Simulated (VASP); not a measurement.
# TlBr (Pm-3m) in VASP: electric field gradients with PBE

Aim: the electric field gradients of TlBr with PBE.

Program: VASP 6.6.1. These are calculated values, not measurements. Logs are shortened: lines on timing, memory, paths and dates and some standing lists are left out, and cuts for length are marked.

## (1) Starting point

Symmetry: Pm-3m, No. 221, cubic system. The conventional cell has a = 4.053 Å, b = 4.053 Å, c = 4.053 Å, α = 90.00°, β = 90.00°, γ = 90.00°. Around Tl (site symmetry m-3m) lie 8 Br at 3.51 Å. Br (site symmetry m-3m) is surrounded by 8 Tl at 3.51 Å.

The cell comes from a database or a generator and needn't be the stable form of this composition.

## (2) Electric field gradients, PBE

File INCAR:

```
PREC     = Accurate       # precision mode
ENCUT    = 520            # plane-wave cutoff, eV
EDIFF    = 1E-8           # SCF threshold, eV
ISMEAR   = -1             # smearing method
SIGMA    = 0.02           # smearing width, eV
LREAL    = False          # projectors in reciprocal space
LASPH    = True           # aspherical terms in the spheres
NELM     = 100            # most SCF steps
ALGO     = Fast           # electronic algorithm
ISIF     = 2              # what is computed and relaxed
LWAVE    = False          # write WAVECAR
LCHARG   = False          # write CHGCAR
GGA      = PE             # functional
LEFG     = True         
NBANDS   = 17             # bands
```

File KPOINTS:

```
Automatic mesh
0
Gamma
  7 7 7
```

File POSCAR:

```
TlBr
1.0
    4.0527484318      0.0000000000      0.0000000000
    0.0000000000      4.0527484318      0.0000000000
    0.0000000000      0.0000000000      4.0527484318
Tl Br
1 1
Direct
    0.0000000000      0.0000000000      0.0000000000
    0.5000000000      0.5000000000      0.5000000000
```

Potentials or basis: VASP PAW PBE potentials, release 64 (Tl_d, Br).

Run with:

```sh
cat potpaw_PBE.64/Tl_d/POTCAR potpaw_PBE.64/Br/POTCAR > POTCAR
mpirun -np 1 vasp_std > vasp.out
```

OUTCAR:

```text
PREC = Accurate
   ENCUT = 520
   EDIFF = 1E-8
   ISMEAR = -1
   LREAL = False
   LASPH = True
   NELM = 100
   ISIF = 2
   GGA = PE

 ion  position               nearest neighbor table
   1  0.000  0.000  0.000-
   2  0.500  0.500  0.500-

  LATTYP: Found a simple cubic cell.
 ALAT       =     4.0527484318

  Lattice vectors:

 A1 = (   4.0527484318,   0.0000000000,   0.0000000000)
 A2 = (   0.0000000000,   4.0527484318,   0.0000000000)
 A3 = (   0.0000000000,   0.0000000000,   4.0527484318)

Analysis of symmetry for initial positions (statically):
=====================================================================
 Subroutine PRICEL returns:
 Original cell was already a primitive cell.

 Routine SETGRP: Setting up the symmetry group for a
 simple cubic supercell.

 Subroutine GETGRP returns: Found 48 space group operations
 (whereof 48 operations were pure point group operations)
 out of a pool of 48 trial point group operations.

The static configuration has the point symmetry O_h .

Analysis of symmetry for dynamics (positions and initial velocities):
=====================================================================
 Subroutine PRICEL returns:
 Original cell was already a primitive cell.

 Routine SETGRP: Setting up the symmetry group for a
 simple cubic supercell.

 Subroutine GETGRP returns: Found 48 space group operations
 (whereof 48 operations were pure point group operations)
 out of a pool of 48 trial point group operations.

The dynamic configuration has the point symmetry O_h .

 Subroutine INISYM returns: Found 48 space group operations
 (whereof 48 operations are pure point group operations),
 and found     1 'primitive' translations

----------------------------------------------------------------------------------------

                                     Primitive cell

  volume of cell :      66.5655

  direct lattice vectors                    reciprocal lattice vectors
     4.052748432  0.000000000  0.000000000     0.246746132  0.000000000  0.000000000
     0.000000000  4.052748432  0.000000000     0.000000000  0.246746132  0.000000000
     0.000000000  0.000000000  4.052748432     0.000000000  0.000000000  0.246746132

  length of vectors
     4.052748432  4.052748432  4.052748432     0.246746132  0.246746132  0.246746132

  position of ions in fractional coordinates (direct lattice)
     0.000000000  0.000000000  0.000000000
     0.500000000  0.500000000  0.500000000

  ion indices of the primitive-cell ions
   primitive index   ion index
                 1           1
                 2           2

----------------------------------------------------------------------------------------

 KPOINTS: Automatic mesh

Automatic generation of k-mesh.
 Grid dimensions read from file:
 generate k-points for:    7    7    7

 Generating k-lattice:

  Cartesian coordinates                     Fractional coordinates (reciprocal lattice)
     0.035249447  0.000000000  0.000000000     0.142857143  0.000000000  0.000000000
     0.000000000  0.035249447  0.000000000     0.000000000  0.142857143  0.000000000
     0.000000000  0.000000000  0.035249447     0.000000000  0.000000000  0.142857143

  Length of vectors
     0.035249447  0.035249447  0.035249447

  Shift w.r.t. Gamma in fractional coordinates (k-lattice)
     0.000000000  0.000000000  0.000000000

 Subroutine IBZKPT returns following result:
 ===========================================

 Found     20 irreducible k-points:

 Following reciprocal coordinates:
            Coordinates               Weight
  0.000000  0.000000  0.000000      1.000000
  0.142857  0.000000  0.000000      6.000000
  0.285714  0.000000  0.000000      6.000000
  0.428571  0.000000  0.000000      6.000000
  0.142857  0.142857  0.000000     12.000000
  0.285714  0.142857  0.000000     24.000000
[... 12 lines left out ...]
  0.428571  0.428571  0.285714     24.000000
  0.428571  0.428571  0.428571      8.000000
   k-points           NKPTS =     20   k-points in BZ     NKDIM =     20   number of bands    NBANDS=     17
   number of dos      NEDOS =    301   number of ions     NIONS =      2
   total plane-waves  NPLWV =  27000
   dimension x,y,z NGX =    30 NGY =   30 NGZ =   30
   dimension x,y,z NGXF=    60 NGYF=   60 NGZF=   60
   ions per type =               1   1
   NGX,Y,Z   is equivalent  to a cutoff of  12.31, 12.31, 12.31 a.u.
   NGXF,Y,Z  is equivalent  to a cutoff of  24.61, 24.61, 24.61 a.u.
 SYSTEM =  unknown system
   PREC   = accura    normal or accurate (medium, high low for compatibility)
   ISTART =      0    job   : 0-new  1-cont  2-samecut
   ICHARG =      2    charge: 1-file 2-atom 10-const
   ISPIN  =      1    spin polarized calculation?
   LNONCOLLINEAR =      F non collinear calculations
   LSORBIT =      F    spin-orbit coupling
   LASPH  =      T    aspherical Exc in radial PAW
   ENCUT  =  520.0 eV  38.22 Ry    6.18 a.u.   7.54  7.54  7.54*2*pi/ulx,y,z
   NELM   =    100;   NELMIN=  2; NELMDL= -5     # of ELM steps
   EDIFF  = 0.1E-07   stopping-criterion for ELM
   LREAL  =      F    real-space projection
   EDIFFG = 0.1E-06   stopping-criterion for IOM
   NSW    =      0    number of steps for IOM
   IBRION =     -1    ionic relax: 0-MD 1-quasi-New 2-CG
   NFREE  =      0    steps in history (QN), initial steepest desc. (CG)
   ISIF   =      2    stress and relaxation
   ISYM   =      2    0-nonsym 1-usesym 2-fastsym
   POTIM  = 0.5000    time-step for ionic-motion
   TEBEG  =    0.0;   TEEND  =   0.0 temperature during run
   PSTRESS=    0.0 pullay stress
   NELECT =      20.0000    total number of electrons
   NUPDOWN=      -1.0000    fix difference up-down
   EMIN   =  10.00;   EMAX   =-10.00  energy-range for DOS
   EFERMI =   0.00;   METHOD = LEGACY
   ISMEAR =    -1;   SIGMA  =   0.02  broadening in eV -4-tet -1-fermi 0-gaus
   EFERMI_NEDOS =   21; number of points for ismear=-14 and -15
   IALGO  =     68    algorithm
   IMIX   =      4    mixing-type and parameters
     AMIX     =   0.40;   BMIX     =  1.00
     AMIX_MAG =   1.60;   BMIX_MAG =  1.00
  volume/ion in A,a.u.               =      33.28       224.60
  Fermi-wavevector in a.u.,A,eV,Ry     =   1.096483  2.072052 16.357940  1.202275
  Thomas-Fermi vector in A             =   2.232826
   LORBIT       =      0    0 simple, 1 ext, 2 COOP (PROOUT), +10 PAW based schemes
   GGA     = PE    functional components
   LHFCALC =     F    Hartree Fock is set to
   AEXX    =    0.0000 exact exchange contribution
   IVDW    =     0    specifies the selected vdW correction
   LEPSILON=     F    determine dielectric tensor
   LRPA    =     F    only Hartree local field effects (RPA)
 non-spin polarized calculation
 RMM-DIIS sequential band-by-band and
  energy-cutoff  :      520.00
  volume of cell :       66.57
 maximum number of plane-waves:      1813
 NGX is ok and might be reduce to    30
   NGX = 15   NGY = 15   NGZ = 15

 number of electron      19.9999998 magnetization

 Free energy of the ion-electron system (eV)
  ---------------------------------------------------
  ext. energy  EPLUGINS =         0.00000000
  ---------------------------------------------------
  free energy    TOTEN  =        -5.54561803 eV

  energy without entropy =       -5.54561803  energy(sigma->0) =       -5.54561803

 E-fermi :   2.1702     XC(G=0):  -8.7136

 val. band max:        1.6819972519   @ k =   0.4286   0.0000   0.0000
 cond. band min:       4.0554089435   @ k =   0.4286   0.0000   0.0000
 fundamental gap:      2.3734116916
 Fermi energy:         2.1701645461

 k-point     1 :       0.0000    0.0000    0.0000
  band No.  band energies     occupation
      1     -11.6087      2.00000
      2      -8.1900      2.00000
      3      -8.1900      2.00000
      4      -8.0395      2.00000
      5      -8.0395      2.00000
      6      -8.0395      2.00000
[... 9 lines left out ...]
     16      12.4893      0.00000
     17      15.1788      0.00000

 k-point     2 :       0.1429    0.0000    0.0000
  band No.  band energies     occupation
      1     -11.5732      2.00000
      2      -8.1885      2.00000
      3      -8.1688      2.00000
      4      -8.0488      2.00000
      5      -8.0488      2.00000
      6      -8.0387      2.00000
[... 9 lines left out ...]
     16      13.5700      0.00000
     17      14.8937      0.00000
[... 341 lines left out ...]
 k-point    20 :       0.4286    0.4286    0.4286
  band No.  band energies     occupation
      1     -11.1815      2.00000
      2      -8.1410      2.00000
      3      -8.1410      2.00000
      4      -8.1251      2.00000
      5      -8.0059      2.00000
      6      -8.0059      2.00000
[... 9 lines left out ...]
     16      13.9368      0.00000
     17      18.1261      0.00000

------------------------ aborting loop because EDIFF is reached ----------------------------------------

  FORCE on cell =-STRESS in cart. coord.  units (eV):
  Direction    XX          YY          ZZ          XY          YZ          ZX
  --------------------------------------------------------------------------------------
  -------------------------------------------------------------------------------------
  Total       -0.0145750     -0.0145750     -0.0145750      0.0000000      0.0000000     -0.0000000
  in kB       -0.3508092     -0.3508092     -0.3508092      0.0000000      0.0000000     -0.0000000
  external PRESSURE =      -0.3508092 kB  Pullay stress =       0.0000000 kB

 VOLUME and BASIS-vectors are now :
 -----------------------------------------------------------------------------
  energy-cutoff  :      520.00
  volume of cell :       66.57
      direct lattice vectors                 reciprocal lattice vectors
     4.052748432  0.000000000  0.000000000     0.246746132  0.000000000  0.000000000
     0.000000000  4.052748432  0.000000000     0.000000000  0.246746132  0.000000000
     0.000000000  0.000000000  4.052748432     0.000000000  0.000000000  0.246746132

 POSITION                                       TOTAL-FORCE (eV/Angst)
 -----------------------------------------------------------------------------------
      0.00000      0.00000      0.00000         0.000000      0.000000      0.000000
      2.02637      2.02637      2.02637         0.000000      0.000000      0.000000
 -----------------------------------------------------------------------------------
    total drift:                                0.000000     -0.000000     -0.000000

  FREE ENERGIE OF THE ION-ELECTRON SYSTEM (eV)
  ---------------------------------------------------
  free  energy   TOTEN  =        -5.5456180339 eV

  energy  without entropy=       -5.5456180339  energy(sigma->0) =       -5.54561803

 Electric field gradients (V/A^2)
---------------------------------------------------------------------
 ion       V_xx      V_yy      V_zz      V_xy      V_xz      V_yz
---------------------------------------------------------------------
   1      -0.000    -0.000     0.000     0.000     0.000    -0.000
   2      -0.000    -0.000    -0.000     0.000    -0.000    -0.000
---------------------------------------------------------------------

 Electric field gradients after diagonalization (V/A^2)
 (convention: |V_zz| > |V_xx| > |V_yy|)
----------------------------------------------------------------------
 ion       V_xx      V_yy      V_zz     asymmetry (V_yy - V_xx)/ V_zz
----------------------------------------------------------------------
   1      -0.000    -0.000     0.000       0.238
   2      -0.000    -0.000    -0.000      -0.111
----------------------------------------------------------------------

           NMR quadrupolar parameters

 Cq : quadrupolar parameter    Cq=e*Q*V_zz/h
 eta: asymmetry parameters     (V_yy - V_xx)/ V_zz
 Q  : nuclear electric quadrupole moment in mb (millibarn)
----------------------------------------------------------------------
 ion       Cq(MHz)       eta       Q (mb)
----------------------------------------------------------------------
   1       0.000       0.238       1.000
   2      -0.000      -0.111       1.000
----------------------------------------------------------------------
```

It took 20 s on 1 thread of Intel Xeon Platinum 8259CL at 2.50GHz (Skylake/Cascade Lake), shared host; peak memory 0.17 GiB.

Results:

- Free energy: -5.5456 eV
- Pressure: 0.0 GPa
- Band gap on the k mesh: 2.37 eV, direct

Electric field gradients, principal values (V/Å²):
| atom | Vxx | Vyy | Vzz |
| --- | --- | --- | --- |
| 1 Tl | 0.000 | 0.000 | 0.000 |
| 2 Br | 0.000 | 0.000 | 0.000 |

Caveat: spin-orbit coupling is left out, which as a rule narrows the gap of such compounds by several tenths of an eV; an odd mesh through Γ misses points on the zone boundary, where band edges often lie.
